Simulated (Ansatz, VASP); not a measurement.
One calculation of Os, 3 ways

```
Os
1.0
     2.73410    0.00000    0.00000
    -1.36705    2.36780    0.00000
     0.00000    0.00000    4.31970
Os
2
Cartesian
  1.3671 0.7893 3.2398
  0.0000 1.5785 1.0799
```

Alike in all runs: task single point; functional PBE; k mesh 11 × 11 × 6; occupations gaussian, width 0.014 eV; no spin polarisation; no spin-orbit coupling. Pressure is positive in compression and, in plane waves, holds the error of the finite cutoff, which Ansatz's Pulay term estimates and takes out.

| program and potentials | plane-wave cutoff (eV) | notes | pressure (GPa) |
| --- | --- | --- | --- |
| Ansatz, Ansatz PAW | 420 | 16 valence electrons an atom on average; Pulay term of +0.09 GPa included | 8.76 |
| Ansatz, all-electron LAPW, scalar-relativistic | - | - | ? |
| VASP, PBE PAW files Os, 520 eV | 520 | 8 valence electrons an atom on average | 8.75 |

Question: Estimate from the other rows what the run with Ansatz, all-electron LAPW, scalar-relativistic gave.

Answer: Pressure 8.74 GPa. The other rows, which needn't bracket it: pressure 8.75 to 8.76.
